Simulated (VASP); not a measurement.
A VASP calculation is set up with these files.

**KPOINTS**
```
Automatic mesh
0
Gamma
10 10 8
0 0 0
```

### POSCAR
```
CoPt
1
    0.0000000000     2.6900000000     0.0000000000
    2.6900000000     0.0000000000     0.0000000000
    0.0000000000     0.0000000000     3.7000000000
Co Pt
1 1
Direct
  0.0000000000   0.0000000000   0.0000000000
  0.5000000000   0.5000000000   0.5000000000
```

INCAR:
```
SYSTEM = CoPt
PREC = Accurate
ENCUT = 400
EDIFF = 1E-6
NELM = 100
ALGO = Normal
LREAL = .FALSE.
LASPH = .TRUE.
ISMEAR = 1
SIGMA = 0.1
GGA = PE
LMAXMIX = 6
ISPIN = 2
MAGMOM = 2.0 0.0
LORBIT = 10
LWAVE = .FALSE.
LCHARG = .FALSE.
ISIF = 2
```

POTCAR, in this order: Co Pt (PBE.64 set). Program: vasp_std.

Output of the run:

**standard output**
```
 -----------------------------------------------------------------------------
|                                                                             |
|     EEEEEEE  RRRRRR   RRRRRR   OOOOOOO  RRRRRR      ###     ###     ###     |
|     E        R     R  R     R  O     O  R     R     ###     ###     ###     |
|     E        R     R  R     R  O     O  R     R     ###     ###     ###     |
|     EEEEE    RRRRRR   RRRRRR   O     O  RRRRRR       #       #       #      |
|     E        R   R    R   R    O     O  R   R                               |
|     E        R    R   R    R   O     O  R    R      ###     ###     ###     |
|     EEEEEEE  R     R  R     R  OOOOOOO  R     R     ###     ###     ###     |
|                                                                             |
|     ERROR: the triple product of the basis vectors is negative exchange     |
|     two basis vectors                                                       |
|                                                                             |
|       ---->  I REFUSE TO CONTINUE WITH THIS SICK JOB ... BYE!!! <----       |
|                                                                             |
 -----------------------------------------------------------------------------
```

Task: From input and log, find the fault in this run and mend it.

Result: The cause: the lattice vectors form a left-handed set. VASP stops with an error: ERROR: the triple product of the basis vectors is negative exchange two basis vectors ----> I REFUSE TO CONTINUE WITH THIS SICK JOB ... BYE!!! <---- To mend it, correct POSCAR.
**POSCAR**
```
CoPt
1
    2.6900000000     0.0000000000     0.0000000000
    0.0000000000     2.6900000000     0.0000000000
    0.0000000000     0.0000000000     3.7000000000
Co Pt
1 1
Direct
  0.0000000000   0.0000000000   0.0000000000
  0.5000000000   0.5000000000   0.5000000000
```
The mended run (PBE GGA, plane waves, VASP's PBE PAW potentials (set 64)) converges, and its OSZICAR ends with
```
   1 F= -.13308403E+02 E0= -.13308657E+02  d E =0.764039E-03  mag=     2.2705
```

The compound is CoPt in the L1_0 structure. The cell was not relaxed at this level.
